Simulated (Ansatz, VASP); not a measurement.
## One calculation of WS2, two programs

File INCAR:

```
SYSTEM = WS2
PREC = Accurate
ENCUT = 520
EDIFF = 1E-6
ISMEAR = 0
SIGMA = 0.05
LREAL = .False.
LASPH = .True.
NELM = 80
ALGO = Fast
ISIF = 2
LWAVE = .False.
LCHARG = .True.
GGA = PE
IVDW = 12
LELF = .True.
LVHAR = .True.
NBANDS = 20
```

File KPOINTS:

```
Automatic mesh
0
Gamma
  12 12 2
  0 0 0
```

File POSCAR:

```
WS2
1.0
    3.1835163552      0.0000000000      0.0000000000
   -1.5917581776      2.7570060369      0.0000000000
    0.0000000000      0.0000000000     16.9505778900
W S
1 2
Direct
    0.3333333333      0.6666666667      0.0000000000
    0.6666666667      0.3333333333      0.9079994900
    0.6666666667      0.3333333333      0.0920005100
```

Input for Ansatz:

```yaml
crystal:
  lattice:
    - [3.1835163552, 0.0, 0.0]
    - [-1.5917581776, 2.7570060369, 0.0]
    - [0.0, 0.0, 16.95057789]
  atoms:
    - { symbol: W, position: [0.3333333333, 0.6666666667, 0.0] }
    - { symbol: S, position: [0.6666666667, 0.3333333333, 0.90799949] }
    - { symbol: S, position: [0.6666666667, 0.3333333333, 0.09200051] }
basis:
  ecutwfc: 420
kpoints:
  mp_grid: { grid: [12, 12, 2] }
hamiltonian:
  xc: pbe
  dispersion: d3bj
scf:
  occupations: { method: gaussian, width: 0.05 }
output:
  forces: true
  stress: true
  eigenvalues: true
```

Alike in both runs: task single point; functional PBE; dispersion D3(BJ); k mesh 12 × 12 × 2; occupations gaussian, width 0.05 eV; no spin polarisation.

|  | VASP | Ansatz |
| --- | --- | --- |
| version | VASP 6.6.1 | Ansatz 0.2.0 |
| potentials or method | VASP PAW PBE potentials, release 64 (W_sv, S) | scalar-relativistic, plane waves, PAW |
| plane-wave cutoff (eV) | 520 | 420 |
| valence electrons in the cell | 26 | 26 |

|  | VASP | Ansatz | Ansatz less VASP |
| --- | --- | --- | --- |
| gap on the k mesh at the Fermi level (eV) | 1.80 | 1.79 | -0.011 |
| least direct gap on the mesh (eV) | 1.80 | 1.79 | -0.003 |
| rms of the force components (eV/Å) | 0.078 | 0.076 | -0.0018 |

Atom by atom the forces differ by 0.002 eV/Å (rms over components). The functional is the same, so the differences come from potentials, cutoffs and numerics.

Caveats: spin-orbit coupling is left out, which moves the levels of the heavy elements. A hybrid or GW would open this gap; PBE tends to underestimate it.
